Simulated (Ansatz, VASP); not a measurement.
Given: the input of a run of VASP 6.6.1 on Zn.

The input INCAR:

```
SYSTEM = Zn
ALGO     = Normal         ! electronic algorithm
EDIFF    = 1E-6           ! SCF threshold, eV
EDIFFG   = -0.01          ! ionic threshold
ENCUT    = 600            ! plane-wave cutoff, eV
GGA      = RE             ! functional
IBRION   = 2              ! ionic algorithm
ISIF     = 3              ! what is computed and relaxed
ISMEAR   = -1             ! smearing method
IVDW     = 13             ! dispersion correction
LASPH    = .TRUE.         ! aspherical terms in the spheres
LCHARG   = .FALSE.        ! write CHGCAR
LREAL    = .FALSE.        ! projectors in reciprocal space
LWAVE    = .FALSE.        ! write WAVECAR
NELM     = 80             ! most SCF steps
NSW      = 60             ! ionic steps
PREC     = Accurate       ! precision mode
SIGMA    = 0.05           ! smearing width, eV
```

The input KPOINTS:

```
k-points
0
G
  12 12 12
  0 0 0
```

The input POSCAR:

```
Zn
1.0
   -1.5690370000      1.5690370000      1.5690370000
    1.5690370000     -1.5690370000      1.5690370000
    1.5690370000      1.5690370000     -1.5690370000
Zn
1
Direct
    0.0000000000      0.0000000000      0.0000000000
```

Potentials or basis: VASP PAW PBE potentials, release 64 (Zn).

Launch:

```bash
$ cat potpaw_PBE.64/Zn/POTCAR > POTCAR
$ mpirun -np 1 vasp_std > vasp.out
```

Task: Translate it to Ansatz 0.2.0. Potentials there: Ansatz PAW.

Result: As run (the cutoff follows the program's own potentials):

input.yaml

```yaml
crystal:
  lattice:
    - [-1.569037, 1.569037, 1.569037]
    - [1.569037, -1.569037, 1.569037]
    - [1.569037, 1.569037, -1.569037]
  atoms:
    - { symbol: Zn, position: [0.0, 0.0, 0.0] }
hamiltonian:
  xc: revpbe
  pseudopotentials: { kind: paw }
  dispersion: d4
kpoints:
  mp_grid: { grid: [12, 12, 12] }
scf:
  occupations: { method: fermi_dirac, width: 0.05 }
output:
  forces: true
  stress: true
  eigenvalues: true
relax:
  f_tol: 0.01
  max_steps: 40
  cell: { stress_tol: 0.05 }
```

Potentials or basis: Ansatz PAW.

The run is started by

```console
$ ansatz run input.yaml --threads 2 --pin off --max-ram 5632MiB --backend cpu --events-out ev --progress --plain --runs-dir out
```

Both were run:

|  | VASP | Ansatz | Ansatz less VASP |
| --- | --- | --- | --- |
| gap on the k mesh at the Fermi level, each at its own relaxed structure (eV) | none | none | - |
| relaxed volume (Å³/atom) | 14.61 | 14.54 | -0.062 |
| relaxed cell length with the largest relative difference (Å) | 2.667 | 2.663 | -0.0038 |
| energy change over the relaxation (meV/atom) | -10 | -11 | -1.3 |

A gap of «none» marks a metal or a gap that the smearing closes.

Caveats: pairwise dispersion overbinds metals, which lowers pressure and volume; the PAW data sets were made with another functional, which shifts forces and pressure a little (VASP); the plane-wave basis is chosen anew once the cell has moved, so the energies of steps on either side of that aren't comparable (Ansatz); the PAW data sets come from PBE, with cores solved anew for the run's functional, which leaves a small shift of forces and pressure (Ansatz).
